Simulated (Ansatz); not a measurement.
Crystal: HfC.

```
Hf C
1.0
     0.00000    2.32500    2.32500
     2.32500    0.00000    2.32500
     2.32500    2.32500    0.00000
Hf C
1 1
Direct
  0.50000 0.50000 0.50000
  0.00000 0.00000 0.00000
```

Base run:

| Quantity | Value |
| --- | --- |
| Program | Ansatz 0.2.0 |
| Functional | PBE |
| Potentials or basis | all-electron LAPW, scalar-relativistic |
| Cutoff | 303 eV (chosen from the basis error) |
| Basis error allowed | 0.001 eV/atom |
| k mesh | 7 × 7 × 7 |
| Occupations | fermi-dirac, width 0.05 eV |
| Spin | no spin polarisation |

Its results: pressure 0.3 GPa.

Q: The run is repeated on the same cell with these changes: potentials or basis from all-electron LAPW, scalar-relativistic to all-electron LAPW, relativistic spinors; spin from no spin polarisation to spin-orbit coupling, no magnetisation. What comes out?

A: Pressure -0.3 GPa.

Caveats: the k mesh is thin for a metal, which can move the energy by tens of meV per atom.
